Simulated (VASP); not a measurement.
MoS2:

```
Mo S
1.0
     1.58000    0.91221    6.15000
    -1.58000    0.91221    6.15000
     0.00000   -1.82443    6.15000
Mo S
1 2
Direct
  0.00000 0.00000 0.00000
  0.41700 0.41700 0.41700
  0.25000 0.25000 0.25000
```

Measurements of this composition are mostly on another form, of space group No. 194.

Base run:

```yaml
Program: VASP 6.6.1
Functional: TB-mBJ
Potentials_or_basis: VASP PAW PBE potentials, release 64 (Mo_sv, S)
Cutoff: 520 eV
k_mesh: 10 × 10 × 10
Occupations: gaussian, width 0.02 eV
Spin: no spin polarisation
```

Its results: band gap on the k mesh 1.15 eV, indirect (least direct gap 1.95 eV).

**Question.** The run is repeated on the same cell with these changes: functional from TB-mBJ to r2SCAN. What comes out?

**Answer.** Band gap on the k mesh 1.07 eV, indirect (least direct gap 2.08 eV).

Caveats: the mesh misses the band edges, which the band path finds closer together (some runs).
